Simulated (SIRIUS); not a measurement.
# PtS2 (P-3m1) in SIRIUS: equation of state, part 4 of 4

SIRIUS 7.12.0. The steps go on from the part before.

### 7 Equation of state, PBEsol, 19.36 Å³/atom (volume scaled by 1.06)

sirius.json reads:

```json
{
  "control": {
    "processing_unit": "cpu",
    "std_evp_solver_name": "lapack",
    "gen_evp_solver_name": "lapack",
    "verbosity": 2,
    "print_forces": false,
    "ortho_rf": true,
    "use_second_variation": true,
    "rmt_max": 3.0,
    "num_bands_to_print": 24,
    "save_wf": true
  },
  "parameters": {
    "electronic_structure_method": "full_potential_lapwlo",
    "xc_functionals": ["XC_GGA_X_PBE_SOL", "XC_GGA_C_PBE_SOL"],
    "core_relativity": "dirac",
    "valence_relativity": "iora",
    "num_fv_states": 40,
    "smearing": "fermi_dirac",
    "smearing_width": 0.0018374661,
    "pw_cutoff": 21,
    "gk_cutoff": 4.04,
    "lmax_apw": 11,
    "lmax_rho": 8,
    "lmax_pot": 8,
    "num_mag_dims": 0,
    "auto_rmt": 0,
    "ngridk": [9, 9, 5],
    "shiftk": [0, 0, 0],
    "num_dft_iter": 80,
    "energy_tol": 1e-07,
    "density_tol": 1e-05,
    "use_symmetry": true
  },
  "settings": {"tol_ne": 1e-10},
  "iterative_solver": {"type": "exact"},
  "mixer": {"type": "anderson", "beta": 0.5, "max_history": 8},
  "unit_cell": {
    "lattice_vectors": [[6.8269987406, 0.0, 0.0], [-3.4134993703, 5.9123543409, 0.0], [0.0, 0.0, 9.7087043503]],
    "atom_types": ["Pt", "S"],
    "atom_files": {"Pt": "Pt.json", "S": "S.json"},
    "atoms": {"Pt": [[0.0, 0.0, 0.0]], "S": [[0.6666666667, 0.3333333333, 0.773], [0.3333333333, 0.6666666667, 0.227]]}
  }
}
```

Pt.json reads:

```json
{
  "name": "platinum",
  "symbol": "Pt",
  "number": 78,
  "mass": 195.084,
  "rmin": 1e-06,
  "rmt": 2.28,
  "nrmt": 800,
  "rinf": 13.69,
  "core": "1s2s2p3s3p3d4s4p4d",
  "valence": [
    {"basis": [{"enu": 0.03, "dme": 0, "n": 0, "auto": 0}, {"enu": 0.03, "dme": 1, "n": 0, "auto": 0}]},
    {"l": 0, "n": 1, "basis": [{"enu": 0.13, "dme": 0, "n": 0, "auto": 0}]},
    {"l": 1, "n": 2, "basis": [{"enu": 0.13, "dme": 0, "n": 0, "auto": 0}]},
    {"l": 2, "n": 3, "basis": [{"enu": 0.13, "dme": 0, "n": 0, "auto": 0}]},
    {"l": 3, "n": 4, "basis": [{"enu": 0.13, "dme": 0, "n": 0, "auto": 0}]},
    {"l": 4, "n": 5, "basis": [{"enu": 0.13, "dme": 0, "n": 0, "auto": 0}]}
  ],
  "lo": [
    {"l": 0, "basis": [{"enu": 0.13, "dme": 0, "n": 0, "auto": 0}, {"enu": 0.13, "dme": 1, "n": 0, "auto": 0}]},
    {
      "l": 0,
      "basis": [{"enu": -3.3887, "dme": 0, "n": 5, "auto": 1}, {"enu": -3.3887, "dme": 1, "n": 5, "auto": 1}]
    },
    {
      "l": 0,
      "basis": [{"enu": -3.3887, "dme": 1, "n": 5, "auto": 1}, {"enu": 0.13, "dme": 0, "n": 0, "auto": 0}]
    },
    {"l": 0, "basis": [{"enu": 0.13, "dme": 0, "n": 0, "auto": 0}, {"enu": 3.2079, "dme": 0, "n": 0, "auto": 0}]},
    {"l": 1, "basis": [{"enu": 0.13, "dme": 0, "n": 0, "auto": 0}, {"enu": 0.13, "dme": 1, "n": 0, "auto": 0}]},
    {
      "l": 1,
      "basis": [{"enu": -1.7142, "dme": 0, "n": 5, "auto": 1}, {"enu": -1.7142, "dme": 1, "n": 5, "auto": 1}]
    },
    {
      "l": 1,
      "basis": [{"enu": -1.7142, "dme": 1, "n": 5, "auto": 1}, {"enu": 0.13, "dme": 0, "n": 0, "auto": 0}]
    },
    {"l": 1, "basis": [{"enu": 0.13, "dme": 0, "n": 0, "auto": 0}, {"enu": 3.6696, "dme": 0, "n": 0, "auto": 0}]},
    {"l": 2, "basis": [{"enu": 0.13, "dme": 0, "n": 0, "auto": 0}, {"enu": 0.13, "dme": 1, "n": 0, "auto": 0}]},
    {"l": 2, "basis": [{"enu": 0.13, "dme": 1, "n": 0, "auto": 0}, {"enu": 0.13, "dme": 2, "n": 0, "auto": 0}]},
    {"l": 2, "basis": [{"enu": 0.13, "dme": 0, "n": 0, "auto": 0}, {"enu": 3.1309, "dme": 0, "n": 0, "auto": 0}]},
    {"l": 3, "basis": [{"enu": 0.13, "dme": 0, "n": 0, "auto": 0}, {"enu": 0.13, "dme": 1, "n": 0, "auto": 0}]},
    {
      "l": 3,
      "basis": [{"enu": -2.2556, "dme": 0, "n": 4, "auto": 1}, {"enu": -2.2556, "dme": 1, "n": 4, "auto": 1}]
    },
    {
      "l": 3,
      "basis": [{"enu": -2.2556, "dme": 1, "n": 4, "auto": 1}, {"enu": 0.13, "dme": 0, "n": 0, "auto": 0}]
    },
    {"l": 3, "basis": [{"enu": 0.13, "dme": 0, "n": 0, "auto": 0}, {"enu": 4.5929, "dme": 0, "n": 0, "auto": 0}]},
    {"l": 4, "basis": [{"enu": 0.13, "dme": 0, "n": 0, "auto": 0}, {"enu": 0.13, "dme": 1, "n": 0, "auto": 0}]},
    {"l": 4, "basis": [{"enu": 0.13, "dme": 0, "n": 0, "auto": 0}, {"enu": 3.8234, "dme": 0, "n": 0, "auto": 0}]}
  ],
  "free_atom": [... radial grid and density of the free atom, the start of the SCF ...]
}
```

S.json reads:

```json
{
  "name": "sulphur",
  "symbol": "S",
  "number": 16,
  "mass": 32.065,
  "rmin": 1e-06,
  "rmt": 1.98,
  "nrmt": 800,
  "rinf": 13.52,
  "core": "1s",
  "valence": [
    {"basis": [{"enu": 0.03, "dme": 0, "n": 0, "auto": 0}, {"enu": 0.03, "dme": 1, "n": 0, "auto": 0}]},
    {"l": 0, "n": 1, "basis": [{"enu": -0.0066, "dme": 0, "n": 0, "auto": 0}]},
    {"l": 1, "n": 2, "basis": [{"enu": 0.13, "dme": 0, "n": 0, "auto": 0}]},
    {"l": 2, "n": 3, "basis": [{"enu": 0.13, "dme": 0, "n": 0, "auto": 0}]},
    {"l": 3, "n": 4, "basis": [{"enu": 0.13, "dme": 0, "n": 0, "auto": 0}]}
  ],
  "lo": [
    {
      "l": 0,
      "basis": [{"enu": -0.0066, "dme": 0, "n": 0, "auto": 0}, {"enu": -0.0066, "dme": 1, "n": 0, "auto": 0}]
    },
    {
      "l": 0,
      "basis": [{"enu": -0.0066, "dme": 1, "n": 0, "auto": 0}, {"enu": -0.0066, "dme": 2, "n": 0, "auto": 0}]
    },
    {
      "l": 0,
      "basis": [{"enu": -7.3463, "dme": 0, "n": 2, "auto": 1}, {"enu": -7.3463, "dme": 1, "n": 2, "auto": 1}]
    },
    {
      "l": 0,
      "basis": [{"enu": -0.0066, "dme": 0, "n": 0, "auto": 0}, {"enu": 3.0543, "dme": 0, "n": 0, "auto": 0}]
    },
    {"l": 1, "basis": [{"enu": 0.13, "dme": 0, "n": 0, "auto": 0}, {"enu": 0.13, "dme": 1, "n": 0, "auto": 0}]},
    {
      "l": 1,
      "basis": [{"enu": -5.3582, "dme": 0, "n": 2, "auto": 1}, {"enu": -5.3582, "dme": 1, "n": 2, "auto": 1}]
    },
    {
      "l": 1,
      "basis": [{"enu": -5.3582, "dme": 1, "n": 2, "auto": 1}, {"enu": 0.13, "dme": 0, "n": 0, "auto": 0}]
    },
    {"l": 1, "basis": [{"enu": 0.13, "dme": 0, "n": 0, "auto": 0}, {"enu": 4.8234, "dme": 0, "n": 0, "auto": 0}]},
    {"l": 2, "basis": [{"enu": 0.13, "dme": 0, "n": 0, "auto": 0}, {"enu": 0.13, "dme": 1, "n": 0, "auto": 0}]},
    {"l": 2, "basis": [{"enu": 0.13, "dme": 1, "n": 0, "auto": 0}, {"enu": 0.13, "dme": 2, "n": 0, "auto": 0}]},
    {"l": 2, "basis": [{"enu": 0.13, "dme": 0, "n": 0, "auto": 0}, {"enu": 4.1092, "dme": 0, "n": 0, "auto": 0}]},
    {"l": 3, "basis": [{"enu": 0.13, "dme": 0, "n": 0, "auto": 0}, {"enu": 0.13, "dme": 1, "n": 0, "auto": 0}]}
  ],
  "free_atom": [... radial grid and density of the free atom, the start of the SCF ...]
}
```

sirius_start.json reads:

```json
{
  "control": {
    "processing_unit": "cpu",
    "std_evp_solver_name": "lapack",
    "gen_evp_solver_name": "lapack",
    "verbosity": 1,
    "print_forces": false,
    "ortho_rf": true,
    "use_second_variation": true,
    "rmt_max": 3.0,
    "num_bands_to_print": 24,
    "save_wf": false
  },
  "parameters": {
    "electronic_structure_method": "full_potential_lapwlo",
    "xc_functionals": ["XC_LDA_X", "XC_LDA_C_PW"],
    "core_relativity": "dirac",
    "valence_relativity": "iora",
    "num_fv_states": 40,
    "smearing": "fermi_dirac",
    "smearing_width": 0.0055123983,
    "pw_cutoff": 21,
    "gk_cutoff": 3.23,
    "lmax_apw": 11,
    "lmax_rho": 8,
    "lmax_pot": 8,
    "num_mag_dims": 0,
    "auto_rmt": 0,
    "ngridk": [4, 4, 2],
    "shiftk": [0, 0, 0],
    "num_dft_iter": 30,
    "energy_tol": 0.01,
    "density_tol": 0.05,
    "use_symmetry": true
  },
  "settings": {"tol_ne": 1e-10},
  "iterative_solver": {"type": "exact"},
  "mixer": {"type": "anderson", "beta": 0.5, "max_history": 8},
  "unit_cell": {
    "lattice_vectors": [[6.8269987406, 0.0, 0.0], [-3.4134993703, 5.9123543409, 0.0], [0.0, 0.0, 9.7087043503]],
    "atom_types": ["Pt", "S"],
    "atom_files": {"Pt": "Pt.json", "S": "S.json"},
    "atoms": {"Pt": [[0.0, 0.0, 0.0]], "S": [[0.6666666667, 0.3333333333, 0.773], [0.3333333333, 0.6666666667, 0.227]]}
  }
}
```

Run with:

```console
$ OMP_NUM_THREADS=1 sirius.scf --input=sirius_start.json --output=start.json
$ OMP_NUM_THREADS=1 sirius.scf --input=sirius.json --output=output.json --task=1
```

Run time: 3.6 min. Hardware: 1 thread of Arm Neoverse V1, shared host; peak memory 0.83 GiB.

It converged, with:

```
Free energy                                       : -523513.1151 eV
Band gap on the k mesh                            : 0.89 eV, indirect (least direct gap 0.94 eV)
All electrons inside the program's atomic spheres : Pt 75.71; S 13.78 (radii Pt 2.28, S 1.98 bohr)
```

Caveat: spin-orbit coupling is left out, which moves the levels of the heavy elements; an odd mesh through Γ misses points on the zone boundary, where band edges often lie.

### 8 Equation of state, PBEsol

Potentials or basis: all-electron FP-LAPW, apw+lo standard.

No new run: the results of the series are fitted here.

Results:

```
Equilibrium volume                        : 19.04 Å³/atom
Bulk modulus at fixed shape and positions : 138 GPa
Pressure derivative of the bulk modulus   : 4.9
```

Energy against volume, from the lowest point:
```csv
volume (Å³/atom),energy (meV/atom)
17.165,97.50
17.531,60.59
17.896,33.48
18.261,14.82
18.626,3.97
18.992,0.00
19.357,2.12
```

Caveat: the cell was scaled at fixed shape and fractional positions, which overstates the stiffness of a crystal with free parameters, most of all of layers and chains. The run has no spin-orbit coupling, so splittings on Pt are missing.
